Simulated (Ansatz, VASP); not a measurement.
One calculation of LiF, two programs

The input INCAR:

```
SYSTEM = LiF
ALGO = Normal
EDIFF = 1E-7
ENCUT = 520
GGA = PE
ISIF = 2
ISMEAR = -1
LASPH = .True.
LCHARG = .False.
LREAL = .False.
LWAVE = .False.
NBANDS = 12
NELM = 60
PREC = Accurate
SIGMA = 0.05
```

Contents of KPOINTS:

```
k-points
0
Gamma
  10 10 10
  0 0 0
```

File POSCAR:

```
LiF
1.0
    2.5932149283      0.0000000000      0.0000000000
    0.0000000000      2.5932149283      0.0000000000
    0.0000000000      0.0000000000      2.5932149283
F Li
1 1
Direct
    0.5000000000      0.5000000000      0.5000000000
    0.0000000000      0.0000000000      0.0000000000
```

The input input.yaml:

```yaml
crystal:
  lattice:
    - [2.5932149283, 0.0, 0.0]
    - [0.0, 2.5932149283, 0.0]
    - [0.0, 0.0, 2.5932149283]
  atoms:
    - { symbol: F, position: [0.5, 0.5, 0.5] }
    - { symbol: Li, position: [0.0, 0.0, 0.0] }
hamiltonian:
  xc: pbe
  pseudopotentials: { kind: paw }
kpoints:
  mp_grid: { grid: [10, 10, 10] }
scf:
  occupations: { method: fermi_dirac, width: 0.05 }
output:
  forces: true
  stress: true
  eigenvalues: true
```

Change from the starting cell: volume scaled by 1.04.

Alike in both runs: task single point; functional PBE; k mesh 10 × 10 × 10; occupations fermi-dirac, width 0.05 eV; no spin polarisation.

```csv
,VASP,Ansatz
version,VASP 6.6.1,Ansatz 0.2.0
potentials or method,"VASP PAW PBE potentials, release 64 (F, Li_sv)",Ansatz PAW
plane-wave cutoff (eV),520,420
valence electrons in the cell,10,10
```

Ansatz gave:

- gap on the k mesh at the Fermi level (eV): 7.20
- least direct gap on the mesh (eV): 7.82

Problem. What did VASP give for the same quantities?

Solution. gap on the k mesh at the Fermi level (eV): 7.20; least direct gap on the mesh (eV): 7.83.

With one functional, cell and mesh, what is left measures potentials, basis and numerics.

 A k mesh can miss the band edges.
